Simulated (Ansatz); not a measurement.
Runs of Ansatz 0.2.0 on TiSi2. It takes space group Cmcm (No. 63, orthorhombic). The conventional cell has a = 3.530 Å, b = 13.519 Å, c = 3.565 Å, α = 90.00°, β = 90.00°, γ = 90.00°. Ti (site symmetry m2m) is surrounded by 10 Si at 2.58 to 2.81 Å. Si (site symmetry m2m) has 4 Si at 2.51 Å and 4 Ti at 2.66 to 2.67 Å as nearest neighbours. Around Si (site symmetry m2m) lie 2 Si at 2.38 Å and 4 Ti at 2.58 Å. The cell comes from a database or a generator and needn't be the stable form of this composition.

| level | U | hubbard projectors | double counting | gap on the mesh (eV) | pressure (GPa) | largest force (eV/Å) |
| --- | --- | --- | --- | --- | --- | --- |
| r2SCAN+U | Ti d U = 1 eV | ortho-atomic (the default) | fll (the default) | none | 0.7 | 0.03 |
| r2SCAN | - | - | - | none | -0.2 | 0.02 |
| r2SCAN+U | Ti d U = 8 eV | ortho-atomic (the default) | fll (the default) | none | 11.1 | (a) |
| r2SCAN+U | Ti d U = 6 eV | ortho-atomic (the default) | fll (the default) | none | 6.5 | 0.31 |
| r2SCAN+U | Ti d U = 2 eV | ortho-atomic (the default) | fll (the default) | none | (b) | 0.05 |

Alike in all rows: task band structure; potentials or basis Ansatz PAW; no spin polarisation; cell as given; k mesh 8 × 8 × 8; cutoff (eV) 500; smearing fermi-dirac 0.05 eV.

Estimate the missing entries.

(a) 0.47; (b) 1.5.

Caveats: the PAW data sets come from PBE, with cores solved anew for the run's functional, which leaves a small shift of forces and pressure; U without spin polarisation on a metal has little footing (some runs); the U is typed as a test and isn't derived for this compound (some runs).

A gap of «none» marks a metal or a gap under the smearing width.

Runs at the PBE level aren't shown here.
